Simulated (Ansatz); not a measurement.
What strain does to CaO (CsCl type)

CaO, CsCl type, relaxed with r2SCAN in the PAW code Ansatz. It is cubic, Pm-3m (No. 221); conventional cell a = 2.903 Å, 12.24 Å³ an atom. Ca is surrounded by 8 O at 2.51 Å; O is surrounded by 8 Ca at 2.51 Å.

The axes x, y and z are those of this cell:
```xyz
2
Lattice="2.9032 0.0000 0.0000 0.0000 2.9032 0.0000 0.0000 0.0000 2.9032" Properties=species:S:1:pos:R:3 pbc="T T T"
Ca    0.0000    0.0000    0.0000
O     1.4516    1.4516    1.4516
```

Unstrained: PBE gives an indirect gap of 2.773 eV, from M to Γ; the least direct gap is 3.076 eV at Γ. The r2SCAN gap is indirect, 3.276 eV (M to Γ), below the direct gap of 3.582 eV at Γ. With HSE06 the valence top lies at M and the conduction bottom at Γ, 4.478 eV higher; the smallest vertical gap, at Γ, is 4.824 eV. Meshes: PBE 8×8×8, r2SCAN 8×8×8, HSE06 6×6×6. Strains are changes of length per length. After each strain the atoms were relaxed again with r2SCAN in this cell and within any symmetry left, so distortions that break it or need a larger cell weren't tested; points keep the names that they have in the unstrained zone. No spin polarisation. The prototype was imposed, so other structures may be more stable.

Changes of the least gap in eV (an overlap counts as a negative gap):
```
                            strain  volume change (%)  space group     PBE  r2SCAN   HSE06  energy rise, r2SCAN (meV/atom)
          uniaxial -2.45 % along x               -2.5       P4/mmm  -0.160  -0.163  -0.149                             9.2
biaxial -4.94 % in x and y, z held               -9.6       P4/mmm  -0.266  -0.253  -0.258                            78.0
          uniaxial +3.14 % along z               +3.1       P4/mmm  -0.094  -0.102  -0.115                            14.3
```

Uniaxial -2.45 % along x, other directions held. HSE06: the gap goes from 4.478 to 4.329 eV (-0.149 eV). Stress change with r2SCAN, compression positive: xx +10.05, yy -0.24, zz -0.24 GPa.

Biaxial -4.94 % in x and y, z held. HSE06: the gap goes from 4.478 to 4.220 eV (-0.258 eV). Stress change with r2SCAN, compression positive: xx +23.02, yy +23.02, zz +0.03 GPa.

Uniaxial +3.14 % along z, other directions held. HSE06: the gap goes from 4.478 to 4.363 eV (-0.115 eV). Stress change with r2SCAN, compression positive: xx +0.54, yy +0.54, zz -11.59 GPa.

The meshes of the hybrids are coarse, so their gaps aren't converged to the digits shown.
